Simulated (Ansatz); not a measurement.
## Os: levels with and without spin–orbit coupling

```
Os
1.0
     0.00000    1.94500    1.94500
     1.94500    0.00000    1.94500
     1.94500    1.94500    0.00000
Os
1
Direct
  0.00000 0.00000 0.00000
```

The cell comes from COD entry 1534943, which wasn't checked; take it as a given geometry.

Levels of theory: DFT, PBE, all-electron LAPW, scalar-relativistic (Ansatz 0.2.0); DFT, PBE, all-electron LAPW, Dirac equation with spin-orbit coupling (Ansatz 0.2.0).

Settings: a Γ-centred 14×14×14 k mesh, Fermi–Dirac smearing of 0.03 eV, basis error target 0.25 meV/atom, no spin polarisation.

Levels between -4 and 3 eV, each run counted from its own valence-band top where it has a gap, else its Fermi level. Scalar levels are listed once for both spins; with the coupling every spinor state is counted. Levels near the edges of the range can cross them.

(1) At Γ (0.000, 0.000, 0.000) the scalar-relativistic levels are -2.74 (×3), 0.09 (×2). What are they with spin–orbit coupling?

(2) At U (0.625, 0.250, 0.625) the scalar-relativistic levels are -1.87, 0.34, 2.02. What are they with spin–orbit coupling?

Results:

(1) -3.09 (×4), -2.38 (×2), 0.15 (×4).

(2) -2.05 (×2), 0.30 (×2), 2.04 (×2).
